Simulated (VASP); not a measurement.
A run of VASP 6.6.1 is set up as follows.

Contents of INCAR:

```
PREC = Accurate ; ENCUT = 520
EDIFF = 1E-8 ; ISMEAR = 0
SIGMA = 0.02 ; LREAL = F
LASPH = T ; NELM = 80
ALGO = Normal ; ISIF = 2
LWAVE = F ; LCHARG = F
GGA = PE ; LEFG = T
```

KPOINTS

```
regular mesh
0
Gamma
  5 5 5
```

POSCAR

```
TiO2
1.0
    4.8126997814      0.0000000000      0.0000000000
    0.0000000000      4.8718844600      0.0000000000
   -0.8628854487      0.0000000000      4.9665942755
Ti O
4 8
Direct
    0.2774352600      0.0528083600      0.2131482700
    0.7225647400      0.5528083600      0.2868517300
    0.7225647400      0.9471916400      0.7868517300
    0.2774352600      0.4471916400      0.7131482700
    0.0638382200      0.1769655200      0.8515567400
    0.9361617800      0.6769655200      0.6484432600
    0.9361617800      0.8230344800      0.1484432600
    0.0638382200      0.3230344800      0.3515567400
    0.4453609900      0.7576317400      0.4667718600
    0.5546390100      0.2576317400      0.0332281400
    0.5546390100      0.2423682600      0.5332281400
    0.4453609900      0.7423682600      0.9667718600
```

Potentials or basis: VASP PAW PBE potentials, release 64 (Ti_sv, O).

Launch:

```console
$ cat potpaw_PBE.64/Ti_sv/POTCAR potpaw_PBE.64/O/POTCAR > POTCAR
$ mpirun -np 1 vasp_std > vasp.out
```

Problem. Estimate the largest force.

Solution. 0.100 eV/Å.

Problem. Predict the band gap on the k mesh.

Solution. 2.32 eV, indirect (least direct gap 2.37 eV).

Problem. Predict the pressure.

Solution. 4.9 GPa.

Stress tensor (GPa, compression positive):
```
4.82 0.00 0.03
0.00 4.91 0.00
0.03 0.00 5.00
```

Caveat: an odd mesh through Γ misses points on the zone boundary, where band edges often lie. A hybrid or GW would open this gap; PBE tends to underestimate it.
